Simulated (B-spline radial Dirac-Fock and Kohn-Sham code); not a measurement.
## How the levels of manganese move as electrons are removed

Level of theory: ΔSCF Dirac-Fock with Breit, self-energy and vacuum polarisation, finite nucleus, configuration average; a radial atomic solver. Each ion is free and in its tabulated ground configuration. Correlation and solid-state effects are left out.

Reference: Mn, [Ar] 3d5 4s2, with K 6550.5 eV, L2 664.0 eV, L3 653.8 eV, M3 62.88 eV, M4,5 11.02 eV, Kα1 (K-L3) 5896.7 eV, Kβ1 (K-M3) 6487.6 eV. Shifts from it, in eV (a dash: the subshell is empty, belongs to an open shell averaged over j, or its hole state is left out as unreliable):

```
 ion  configuration       K      L2      L3      M3    M4,5    Kα1     Kβ1
 Mn⁺   [Ar] 3d5 4s1    +9.2    +9.1    +9.1    +9.1    +9.0  +0.09   +0.18
Mn²⁺       [Ar] 3d5   +20.1   +19.8   +19.8   +19.5   +19.2  +0.33   +0.62
Mn³⁺       [Ar] 3d4   +41.3   +41.7   +41.7   +38.2   +37.9  -0.40   +3.07
Mn⁴⁺       [Ar] 3d3   +65.5   +66.7   +66.7   +58.9   +58.9  -1.18   +6.59
Mn⁵⁺       [Ar] 3d2   +92.7   +94.7   +94.7   +81.5   +82.0  -1.98  +11.21
Mn⁶⁺       [Ar] 3d1  +122.6  +125.3  +125.3  +105.6  +107.1  -2.75  +16.94
```

Over this range K (1s) moves by +122.6 eV and Kα1 by -2.7 eV: a line is a difference of two levels that shift in the same direction.

Values without a named source are computed, but for edge energies of neutral atoms, which are taken from tables.
